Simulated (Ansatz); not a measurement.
One crystal and one scan (energy against volume) at two levels, PBE (plane waves to 420 eV, PAW, scalar-relativistic; Ansatz, an electronic-structure program) and r2SCAN (plane waves to 500 eV, PAW, scalar-relativistic; Ansatz), each from its own relaxed cell and on its own mesh. The cell shown is that of PBE.

BaSnO3 (cubic perovskite)

```
BaSnO3
1.0
    4.17608     0.00000     0.00000
    0.00000     4.17608     0.00000
    0.00000     0.00000     4.17608
Ba Sn O
1 1 3
Cartesian
  0.00000   0.00000   0.00000
  2.08804   2.08804   2.08804
  0.00000   2.08804   2.08804
  2.08804   2.08804   0.00000
  2.08804   0.00000   2.08804
```

Equation-of-state scan: isotropic scaling of the cell above, V₀ being its volume. Symmetry pins the atoms to their sites.

The energy includes the smearing's −TS. BaSnO3 was relaxed with its symmetry unable to fall. Both scans cover V/V₀ from 0.900 to 1.100.

ΔE (meV/atom), each from the relaxed starting cell of its own level:

```json
[
 {"V/V₀": "0.900", "PBE": "75.1", "r2SCAN": "85.2"},
 {"V/V₀": "0.917", "PBE": "50.3", "r2SCAN": "withheld"},
 {"V/V₀": "0.933", "PBE": "31.0", "r2SCAN": "35.3"},
 {"V/V₀": "0.950", "PBE": "16.8", "r2SCAN": "19.2"},
 {"V/V₀": "0.967", "PBE": "7.2", "r2SCAN": "8.3"},
 {"V/V₀": "0.983", "PBE": "1.8", "r2SCAN": "2.0"},
 {"V/V₀": "1.000", "PBE": "0.0", "r2SCAN": "0.0"},
 {"V/V₀": "1.017", "PBE": "1.6", "r2SCAN": "1.9"},
 {"V/V₀": "1.033", "PBE": "6.3", "r2SCAN": "7.3"},
 {"V/V₀": "1.050", "PBE": "13.6", "r2SCAN": "15.9"},
 {"V/V₀": "1.067", "PBE": "23.4", "r2SCAN": "27.3"},
 {"V/V₀": "1.083", "PBE": "35.5", "r2SCAN": "41.4"},
 {"V/V₀": "1.100", "PBE": "49.6", "r2SCAN": "57.9"}
]
```

Estimate the r2SCAN value at 0.917 from the PBE value there and the ratio of the two levels in the two nearest given rows on that side of the minimum.

At 0.933 and 0.900 the ratio r2SCAN/PBE averages 1.137, which gives 1.137 × 50.3 = 57.2 meV/atom. The calculation gives 57.1 meV/atom, +13.5 % against PBE.

(Under strain, the slope of the energy per volume gives the stress and its curvature an elastic modulus.)
